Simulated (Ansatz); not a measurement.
PbSe:

```xyz
2
Lattice="3.7843 0.0000 0.0000 0.0000 3.7843 0.0000 0.0000 0.0000 3.7843" Properties=species:S:1:pos:R:3 pbc="T T T"
Pb    0.0000    0.0000    0.0000
Se    1.8922    1.8922    1.8922
```

Measurements of this composition are mostly on another form, of space group No. 225.

Program: Ansatz 0.2.0. Alike in all runs: potentials or basis Ansatz PAW; no spin polarisation; cell as given; k mesh 4 × 4 × 4; cutoff (eV) 420; smearing fermi-dirac 0.05 eV.

Order these runs on this cell by their pressure, lowest first.
A. level HSE06; points for each segment of the path 4; mesh quality coarse
B. level HF; mesh quality not flagged
C. level B3LYP; mesh quality coarse
D. level HSEsol; points for each segment of the path 4; mesh quality coarse

D (-3.0 GPa), A (-1.0 GPa), C (2.6 GPa), B (5.8 GPa).

Caveats: some runs use coarse meshes; the PAW data sets come from PBE, with cores solved anew for the run's functional, which leaves a small shift of forces and pressure; the thresholds are loose for stress.
